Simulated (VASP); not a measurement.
NaCl:

```
Cl Na
1.0
     0.00000    2.79406    2.79406
     2.79406    0.00000    2.79406
     2.79406    2.79406    0.00000
Cl Na
1 1
Direct
  0.50000 0.50000 0.50000
  0.00000 0.00000 0.00000
```

The cell is a database's computed one.

Base run:

```yaml
Program: VASP 6.6.1
Functional: PBEsol
Potentials_or_basis: VASP PAW PBE potentials, release 64 (Cl, Na_pv)
Cutoff: 520 eV
k_mesh: 8 × 8 × 8
Occupations: gaussian, width 0.02 eV
Spin: no spin polarisation
```

Its results: band gap on the k mesh 5.03 eV, direct.

Problem. The run is repeated on the same cell with these changes: functional from PBEsol to LDA; potentials or basis from VASP PAW PBE potentials, release 64 (Cl, Na_pv) to VASP PAW LDA potentials, release 64 (Cl, Na_pv). What comes out?

Solution. Band gap on the k mesh 4.80 eV, direct.
